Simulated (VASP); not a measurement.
# N (P6_3/mmc) in VASP: equation of state

How stiff is N in PBE, and what volume does it want? The cell is scaled to several volumes.

Program: VASP 6.6.1. These are calculated values, not measurements. Logs are shortened: lines on timing, memory, paths and dates and some standing lists are left out, and cuts for length are marked.

## 1. The structure

Symmetry: P6_3/mmc, No. 194, hexagonal system. Conventional cell: a = 4.167 Å, b = 4.167 Å, c = 7.006 Å, α = 90.00°, β = 90.00°, γ = 120.00°. Around N (site symmetry 3m) lie 1 N at 1.11 Å.

## 2. Equation of state, PBE, 24.76 Å³/atom (volume scaled by 0.94)

File INCAR:

```
PREC = Accurate ; ENCUT = 520
EDIFF = 1E-7 ; ISMEAR = -1
SIGMA = 0.05 ; LREAL = F
LASPH = T ; NELM = 80
ALGO = Normal ; ISIF = 2
LWAVE = F ; LCHARG = F
GGA = PE ; NBANDS = 18
```

File KPOINTS:

```
Automatic mesh
0
Gamma
  7 7 4
```

File POSCAR:

```
N
1.0
    4.0821633730      0.0000000000      0.0000000000
   -2.0410816865      3.5352571835      0.0000000000
    0.0000000000      0.0000000000      6.8629837160
N
4
Direct
    0.6666666667      0.3333333333      0.6710699600
    0.6666666667      0.3333333333      0.8289300400
    0.3333333333      0.6666666667      0.1710699600
    0.3333333333      0.6666666667      0.3289300400
```

Potentials or basis: VASP PAW PBE potentials, release 64 (N).

Run with:

```console
$ cat potpaw_PBE.64/N/POTCAR > POTCAR
$ mpirun -np 1 vasp_std > vasp.out
```

OUTCAR:

```text
PREC = Accurate
   ENCUT = 520
   EDIFF = 1E-7
   ISMEAR = -1
   LREAL = F
   LASPH = T
   NELM = 80
   ISIF = 2
   GGA = PE

 ion  position               nearest neighbor table
   1  0.667  0.333  0.671-   2 1.08
   2  0.667  0.333  0.829-   1 1.08
   3  0.333  0.667  0.171-   4 1.08
   4  0.333  0.667  0.329-   3 1.08

  LATTYP: Found a hexagonal cell.
 ALAT       =     4.0821633730
 C/A-ratio  =     1.6812124084

  Lattice vectors:

 A1 = (   4.0821633730,   0.0000000000,   0.0000000000)
 A2 = (  -2.0410816865,   3.5352571835,   0.0000000000)
 A3 = (   0.0000000000,   0.0000000000,   6.8629837160)

Analysis of symmetry for initial positions (statically):
=====================================================================
 Subroutine PRICEL returns:
 Original cell was already a primitive cell.

 Routine SETGRP: Setting up the symmetry group for a
 hexagonal supercell.

 Subroutine GETGRP returns: Found 24 space group operations
 (whereof 12 operations were pure point group operations)
 out of a pool of 24 trial point group operations.

The static configuration has the point symmetry D_3d.
 The point group associated with its full space group is D_6h.

Analysis of symmetry for dynamics (positions and initial velocities):
=====================================================================
 Subroutine PRICEL returns:
 Original cell was already a primitive cell.

 Routine SETGRP: Setting up the symmetry group for a
 hexagonal supercell.

 Subroutine GETGRP returns: Found 24 space group operations
 (whereof 12 operations were pure point group operations)
 out of a pool of 24 trial point group operations.

The dynamic configuration has the point symmetry D_3d.
 The point group associated with its full space group is D_6h.

 Subroutine INISYM returns: Found 24 space group operations
 (whereof 12 operations are pure point group operations),
 and found     1 'primitive' translations

----------------------------------------------------------------------------------------

                                     Primitive cell

  volume of cell :      99.0431

  direct lattice vectors                    reciprocal lattice vectors
     4.082163373  0.000000000  0.000000000     0.244968148  0.141432426  0.000000000
    -2.041081687  3.535257184  0.000000000     0.000000000  0.282864852  0.000000000
     0.000000000  0.000000000  6.862983716     0.000000000  0.000000000  0.145709219

  length of vectors
     4.082163373  4.082163373  6.862983716     0.282864852  0.282864852  0.145709219

  position of ions in fractional coordinates (direct lattice)
     0.666666667  0.333333333  0.671069960
     0.666666667  0.333333333  0.828930040
     0.333333333  0.666666667  0.171069960
     0.333333333  0.666666667  0.328930040

  ion indices of the primitive-cell ions
   primitive index   ion index
                 1           1
                 2           2
                 3           3
                 4           4

----------------------------------------------------------------------------------------

 KPOINTS: Automatic mesh

Automatic generation of k-mesh.
 Grid dimensions read from file:
 generate k-points for:    7    7    4

 Generating k-lattice:

  Cartesian coordinates                     Fractional coordinates (reciprocal lattice)
     0.034995450  0.020204632  0.000000000     0.142857143  0.000000000  0.000000000
     0.000000000  0.040409265  0.000000000     0.000000000  0.142857143  0.000000000
     0.000000000  0.000000000  0.036427305     0.000000000  0.000000000  0.250000000

  Length of vectors
     0.040409265  0.040409265  0.036427305

  Shift w.r.t. Gamma in fractional coordinates (k-lattice)
     0.000000000  0.000000000  0.000000000

 Subroutine IBZKPT returns following result:
 ===========================================

 Found     24 irreducible k-points:

 Following reciprocal coordinates:
            Coordinates               Weight
  0.000000  0.000000  0.000000      1.000000
  0.142857  0.000000  0.000000      6.000000
  0.285714  0.000000  0.000000      6.000000
  0.428571 -0.000000  0.000000      6.000000
  0.142857  0.142857  0.000000      6.000000
  0.285714  0.142857  0.000000     12.000000
[... 16 lines left out ...]
  0.428571  0.142857  0.500000      6.000000
  0.285714  0.285714  0.500000      6.000000
   k-points           NKPTS =     24   k-points in BZ     NKDIM =     24   number of bands    NBANDS=     18
   number of dos      NEDOS =    301   number of ions     NIONS =      4
   total plane-waves  NPLWV =  48600
   dimension x,y,z NGX =    30 NGY =   30 NGZ =   54
   dimension x,y,z NGXF=    60 NGYF=   60 NGZF=  108
   ions per type =               4
   NGX,Y,Z   is equivalent  to a cutoff of  12.22, 12.22, 13.08 a.u.
   NGXF,Y,Z  is equivalent  to a cutoff of  24.43, 24.43, 26.16 a.u.
 SYSTEM =  unknown system
   PREC   = accura    normal or accurate (medium, high low for compatibility)
   ISTART =      0    job   : 0-new  1-cont  2-samecut
   ICHARG =      2    charge: 1-file 2-atom 10-const
   ISPIN  =      1    spin polarized calculation?
   LNONCOLLINEAR =      F non collinear calculations
   LSORBIT =      F    spin-orbit coupling
   LASPH  =      T    aspherical Exc in radial PAW
   ENCUT  =  520.0 eV  38.22 Ry    6.18 a.u.   7.59  7.59 12.76*2*pi/ulx,y,z
   NELM   =     80;   NELMIN=  2; NELMDL= -5     # of ELM steps
   EDIFF  = 0.1E-06   stopping-criterion for ELM
   LREAL  =      F    real-space projection
   EDIFFG = 0.1E-05   stopping-criterion for IOM
   NSW    =      0    number of steps for IOM
   IBRION =     -1    ionic relax: 0-MD 1-quasi-New 2-CG
   NFREE  =      0    steps in history (QN), initial steepest desc. (CG)
   ISIF   =      2    stress and relaxation
   ISYM   =      2    0-nonsym 1-usesym 2-fastsym
   POTIM  = 0.5000    time-step for ionic-motion
   TEBEG  =    0.0;   TEEND  =   0.0 temperature during run
   PSTRESS=    0.0 pullay stress
   NELECT =      20.0000    total number of electrons
   NUPDOWN=      -1.0000    fix difference up-down
   EMIN   =  10.00;   EMAX   =-10.00  energy-range for DOS
   EFERMI =   0.00;   METHOD = LEGACY
   ISMEAR =    -1;   SIGMA  =   0.05  broadening in eV -4-tet -1-fermi 0-gaus
   EFERMI_NEDOS =   21; number of points for ismear=-14 and -15
   IALGO  =     38    algorithm
   IMIX   =      4    mixing-type and parameters
     AMIX     =   0.40;   BMIX     =  1.00
     AMIX_MAG =   1.60;   BMIX_MAG =  1.00
  volume/ion in A,a.u.               =      24.76       167.09
  Fermi-wavevector in a.u.,A,eV,Ry     =   0.960454  1.814995 12.551000  0.922472
  Thomas-Fermi vector in A             =   2.089740
   LORBIT       =      0    0 simple, 1 ext, 2 COOP (PROOUT), +10 PAW based schemes
   GGA     = PE    functional components
   LHFCALC =     F    Hartree Fock is set to
   AEXX    =    0.0000 exact exchange contribution
   IVDW    =     0    specifies the selected vdW correction
   LEPSILON=     F    determine dielectric tensor
   LRPA    =     F    only Hartree local field effects (RPA)
 non-spin polarized calculation
  energy-cutoff  :      520.00
  volume of cell :       99.04
 maximum number of plane-waves:      2714
   NGX = 15   NGY = 15   NGZ = 25

 number of electron      19.9999993 magnetization

 Free energy of the ion-electron system (eV)
  ---------------------------------------------------
  ext. energy  EPLUGINS =         0.00000000
  ---------------------------------------------------
  free energy    TOTEN  =       -33.16614878 eV

  energy without entropy =      -33.16614878  energy(sigma->0) =      -33.16614878

 E-fermi :  -5.4508     XC(G=0):  -6.0694

 val. band max:       -6.5167178373   @ k =   0.0000   0.0000   0.0000
 cond. band min:       0.6525262067   @ k =   0.2857   0.2857   0.0000
 fundamental gap:      7.1692440440
 Fermi energy:        -5.4508125843

 k-point     1 :       0.0000    0.0000    0.0000
  band No.  band energies     occupation
      1     -25.4938      2.00000
      2     -25.4661      2.00000
      3     -10.6317      2.00000
      4      -9.7728      2.00000
      5      -8.5144      2.00000
      6      -8.5144      2.00000
[... 10 lines left out ...]
     17       6.3036      0.00000
     18      10.1483      0.00000

 k-point     2 :       0.1429    0.0000    0.0000
  band No.  band energies     occupation
      1     -25.4898      2.00000
      2     -25.4642      2.00000
      3     -10.5827      2.00000
      4      -9.7985      2.00000
      5      -8.5776      2.00000
      6      -8.5360      2.00000
[... 10 lines left out ...]
     17       6.6770      0.00000
     18       8.9301      0.00000

 k-point     3 :       0.2857    0.0000    0.0000
  band No.  band energies     occupation
      1     -25.4795      2.00000
      2     -25.4606      2.00000
      3     -10.4540      2.00000
      4      -9.8741      2.00000
      5      -8.7360      2.00000
      6      -8.6436      2.00000
[... 10 lines left out ...]
     17       7.4787      0.00000
     18       7.5702      0.00000

 k-point     4 :       0.4286   -0.0000    0.0000
  band No.  band energies     occupation
      1     -25.4698      2.00000
      2     -25.4589      2.00000
      3     -10.3077      2.00000
      4      -9.9773      2.00000
      5      -8.8486      2.00000
      6      -8.7299      2.00000
[... 375 lines left out ...]
      4     -10.1880      2.00000
      5      -8.6809      2.00000
      6      -8.6809      2.00000
[... 10 lines left out ...]
     17       7.1844      0.00000
     18       7.1844      0.00000

 k-point    23 :       0.4286    0.1429    0.5000
  band No.  band energies     occupation
      1     -25.4629      2.00000
      2     -25.4629      2.00000
      3     -10.1692      2.00000
      4     -10.1692      2.00000
      5      -8.7177      2.00000
      6      -8.7177      2.00000
[... 10 lines left out ...]
     17       6.4287      0.00000
     18       6.4287      0.00000

 k-point    24 :       0.2857    0.2857    0.5000
  band No.  band energies     occupation
      1     -25.4621      2.00000
      2     -25.4621      2.00000
      3     -10.1638      2.00000
      4     -10.1638      2.00000
      5      -8.6881      2.00000
      6      -8.6881      2.00000
[... 10 lines left out ...]
     17       6.5948      0.00000
     18       6.5948      0.00000

------------------------ aborting loop because EDIFF is reached ----------------------------------------

  FORCE on cell =-STRESS in cart. coord.  units (eV):
  Direction    XX          YY          ZZ          XY          YZ          ZX
  --------------------------------------------------------------------------------------
  -------------------------------------------------------------------------------------
  Total        0.0954692      0.0954692     11.0350260      0.0000000      0.0000000      0.0000000
  in kB        1.5443631      1.5443631    178.5087792      0.0000000      0.0000000      0.0000000
  external PRESSURE =      60.5325018 kB  Pullay stress =       0.0000000 kB

 VOLUME and BASIS-vectors are now :
 -----------------------------------------------------------------------------
  energy-cutoff  :      520.00
  volume of cell :       99.04
      direct lattice vectors                 reciprocal lattice vectors
     4.082163373  0.000000000  0.000000000     0.244968148  0.141432426  0.000000000
    -2.041081687  3.535257184  0.000000000     0.000000000  0.282864852  0.000000000
     0.000000000  0.000000000  6.862983716     0.000000000  0.000000000  0.145709219

 POSITION                                       TOTAL-FORCE (eV/Angst)
 -----------------------------------------------------------------------------------
      2.04108      1.17842      4.60554        -0.000000      0.000000     -5.028815
      2.04108      1.17842      5.68893        -0.000000      0.000000      5.028815
     -0.00000      2.35684      1.17405         0.000000     -0.000000     -5.028815
     -0.00000      2.35684      2.25744         0.000000     -0.000000      5.028815
 -----------------------------------------------------------------------------------
    total drift:                                0.000000     -0.000000      0.000000

  FREE ENERGIE OF THE ION-ELECTRON SYSTEM (eV)
  ---------------------------------------------------
  free  energy   TOTEN  =       -33.1661487798 eV

  energy  without entropy=      -33.1661487797  energy(sigma->0) =      -33.16614878
```

Wall time 41 s (1 thread of Intel Xeon Platinum 8488C (Sapphire Rapids), shared host); peak memory 0.2 GiB.

Results:

```yaml
Free_energy: -33.1661 eV
Pressure: 6.1 GPa
Largest_force: 5.029 eV/Å
Band_gap_on_the_k_mesh: 7.17 eV, indirect (least direct gap 7.48 eV)
```

Caveat: the standard files for N, O and F lose accuracy on very short bonds; an odd mesh through Γ misses points on the zone boundary, where band edges often lie; forces of over 1 eV/Å show positions far from the minimum, so gaps and moduli don't describe the material at rest.

## 3. Equation of state, PBE, 25.29 Å³/atom (volume scaled by 0.96)

File INCAR:

```
SYSTEM = N
ALGO = Normal
EDIFF = 1E-7
ENCUT = 520
GGA = PE
ISIF = 2
ISMEAR = -1
LASPH = .TRUE.
LCHARG = .FALSE.
LREAL = .FALSE.
LWAVE = .FALSE.
NBANDS = 18
NELM = 80
PREC = Accurate
SIGMA = 0.05
```

File KPOINTS:

```
k-points
0
G
  7 7 4
  0 0 0
```

File POSCAR:

```
N
1.0
    4.1109119496      0.0000000000      0.0000000000
   -2.0554559748      3.5601541811      0.0000000000
    0.0000000000      0.0000000000      6.9113161797
N
4
Direct
    0.6666666667      0.3333333333      0.6710699600
    0.6666666667      0.3333333333      0.8289300400
    0.3333333333      0.6666666667      0.1710699600
    0.3333333333      0.6666666667      0.3289300400
```

Potentials or basis: VASP PAW PBE potentials, release 64 (N).

Run with:

```console
$ cat potpaw_PBE.64/N/POTCAR > POTCAR
$ mpirun -np 1 vasp_std > vasp.out
```

Wall time 39 s (1 thread of Intel Xeon Platinum 8488C (Sapphire Rapids), shared host); peak memory 0.21 GiB.

Results (log left out):

| Quantity | Value |
| --- | --- |
| Free energy | -33.2376 eV |
| Pressure | 4.3 GPa |
| Largest force | 3.631 eV/Å |
| Band gap on the k mesh | 7.12 eV, indirect (least direct gap 7.43 eV) |

Caveat: the standard files for N, O and F lose accuracy on very short bonds; an odd mesh through Γ misses points on the zone boundary, where band edges often lie; forces of over 1 eV/Å show positions far from the minimum, so gaps and moduli don't describe the material at rest.

## 4. Equation of state, PBE, 25.81 Å³/atom (volume scaled by 0.98)

File INCAR:

```
SYSTEM = N
PREC = Accurate
ENCUT = 520
EDIFF = 1E-7
ISMEAR = -1
SIGMA = 0.05
LREAL = .False.
LASPH = .True.
NELM = 60
ALGO = Normal
ISIF = 2
LWAVE = .False.
LCHARG = .False.
GGA = PE
NBANDS = 18
```

File KPOINTS:

```
Automatic mesh
0
Gamma
  7 7 4
  0 0 0
```

File POSCAR:

```
N
1.0
    4.1392639624      0.0000000000      0.0000000000
   -2.0696319812      3.5847077445      0.0000000000
    0.0000000000      0.0000000000      6.9589819354
N
4
Direct
    0.6666666667      0.3333333333      0.6710699600
    0.6666666667      0.3333333333      0.8289300400
    0.3333333333      0.6666666667      0.1710699600
    0.3333333333      0.6666666667      0.3289300400
```

Run with:

```console
$ cat potpaw_PBE.64/N/POTCAR > POTCAR
$ mpirun -np 1 vasp_std > vasp.out
```

It took 32 s on 1 thread of Intel Xeon Platinum 8488C (Sapphire Rapids), shared host; peak memory 0.21 GiB.

It converged, with:

```yaml
Free_energy: -33.2870 eV
Pressure: 2.8 GPa
Largest_force: 2.327 eV/Å
Band_gap_on_the_k_mesh: 7.08 eV, indirect (least direct gap 7.37 eV)
```

Caveat: the standard files for N, O and F lose accuracy on very short bonds; an odd mesh through Γ misses points on the zone boundary, where band edges often lie; forces of over 1 eV/Å show positions far from the minimum, so gaps and moduli don't describe the material at rest.

## 5. Equation of state, PBE, 26.87 Å³/atom (volume scaled by 1.02)

File INCAR:

```
PREC = Accurate
ENCUT = 520
EDIFF = 1E-7
ISMEAR = -1
SIGMA = 0.05
LREAL = F
LASPH = T
NELM = 60
ALGO = Normal
ISIF = 2
LWAVE = F
LCHARG = F
GGA = PE
NBANDS = 18
```

File KPOINTS:

```
Automatic mesh
0
Gamma
  7 7 4
```

File POSCAR:

```
N
1.0
    4.1948311832      0.0000000000      0.0000000000
   -2.0974155916      3.6328303693      0.0000000000
    0.0000000000      0.0000000000      7.0524022364
N
4
Direct
    0.6666666667      0.3333333333      0.6710699600
    0.6666666667      0.3333333333      0.8289300400
    0.3333333333      0.6666666667      0.1710699600
    0.3333333333      0.6666666667      0.3289300400
```

Run with:

```console
$ cat potpaw_PBE.64/N/POTCAR > POTCAR
$ mpirun -np 1 vasp_std > vasp.out
```

Wall time 34 s (1 thread of Intel Xeon Platinum 8488C (Sapphire Rapids), shared host); peak memory 0.21 GiB.

It converged, with:

```
Free energy            : -33.3278 eV
Pressure               : 0.0 GPa
Largest force          : 0.022 eV/Å
Band gap on the k mesh : 6.99 eV, indirect (least direct gap 7.26 eV)
```

Caveat: the standard files for N, O and F lose accuracy on very short bonds; an odd mesh through Γ misses points on the zone boundary, where band edges often lie.

## 6. Equation of state, PBE, 27.39 Å³/atom (volume scaled by 1.04)

File INCAR:

```
SYSTEM = N
ALGO = Normal
EDIFF = 1E-7
ENCUT = 520
GGA = PE
ISIF = 2
ISMEAR = -1
LASPH = .TRUE.
LCHARG = .FALSE.
LREAL = .FALSE.
LWAVE = .FALSE.
NBANDS = 18
NELM = 60
PREC = Accurate
SIGMA = 0.05
```

File KPOINTS:

```
k-points
0
G
  7 7 4
  0 0 0
```

File POSCAR:

```
N
1.0
    4.2220711100      0.0000000000      0.0000000000
   -2.1110355550      3.6564208379      0.0000000000
    0.0000000000      0.0000000000      7.0981983394
N
4
Direct
    0.6666666667      0.3333333333      0.6710699600
    0.6666666667      0.3333333333      0.8289300400
    0.3333333333      0.6666666667      0.1710699600
    0.3333333333      0.6666666667      0.3289300400
```

Potentials or basis: VASP PAW PBE potentials, release 64 (N).

Run with:

```console
$ cat potpaw_PBE.64/N/POTCAR > POTCAR
$ mpirun -np 1 vasp_std > vasp.out
```

Wall time 46 s (1 thread of Intel Xeon Platinum 8488C (Sapphire Rapids), shared host); peak memory 0.21 GiB.

It converged, with:

| Quantity | Value |
| --- | --- |
| Free energy | -33.3227 eV |
| Pressure | -1.1 GPa |
| Largest force | 1.080 eV/Å |
| Band gap on the k mesh | 6.95 eV, indirect (least direct gap 7.20 eV) |

Caveat: the standard files for N, O and F lose accuracy on very short bonds; an odd mesh through Γ misses points on the zone boundary, where band edges often lie; forces of over 1 eV/Å show positions far from the minimum, so gaps and moduli don't describe the material at rest.

## 7. Equation of state, PBE, 27.92 Å³/atom (volume scaled by 1.06)

File INCAR:

```
PREC = Accurate
ENCUT = 520
EDIFF = 1E-7
ISMEAR = -1
SIGMA = 0.05
LREAL = F
LASPH = T
NELM = 100
ALGO = Normal
ISIF = 2
LWAVE = F
LCHARG = F
GGA = PE
NBANDS = 18
```

File KPOINTS:

```
regular mesh
0
Gamma
  7 7 4
```

File POSCAR:

```
N
1.0
    4.2489640077      0.0000000000      0.0000000000
   -2.1244820039      3.6797107705      0.0000000000
    0.0000000000      0.0000000000      7.1434110127
N
4
Direct
    0.6666666667      0.3333333333      0.6710699600
    0.6666666667      0.3333333333      0.8289300400
    0.3333333333      0.6666666667      0.1710699600
    0.3333333333      0.6666666667      0.3289300400
```

Run with:

```console
$ cat potpaw_PBE.64/N/POTCAR > POTCAR
$ mpirun -np 1 vasp_std > vasp.out
```

Run time: 32 s. Hardware: 1 thread of Intel Xeon Platinum 8488C (Sapphire Rapids), shared host; peak memory 0.22 GiB.

The run converged. Its results:

```yaml
Free_energy: -33.3027 eV
Pressure: -2.2 GPa
Largest_force: 2.067 eV/Å
Band_gap_on_the_k_mesh: 6.90 eV, indirect (least direct gap 7.15 eV)
```

Caveat: the standard files for N, O and F lose accuracy on very short bonds; an odd mesh through Γ misses points on the zone boundary, where band edges often lie; forces of over 1 eV/Å show positions far from the minimum, so gaps and moduli don't describe the material at rest.

## 8. Equation of state, PBE

Potentials or basis: VASP PAW PBE potentials, release 64 (N).

This step only gathers the single runs of the series.

What came out:

- Equilibrium volume: 26.96 Å³/atom
- Bulk modulus at fixed shape and positions: 63 GPa
- Pressure derivative of the bulk modulus: 3.9

Energy against volume, from the lowest point:
```
volume (Å³/atom)  energy (meV/atom)
          24.761              40.42
          25.288              22.56
          25.814              10.21
          26.341               2.83
          26.868               0.00
          27.395               1.28
          27.922               6.28
```

Caveat: the standard files for N, O and F lose accuracy on very short bonds; the cell was scaled at fixed shape and fractional positions, which overstates the stiffness of a crystal with free parameters, most of all of layers and chains.
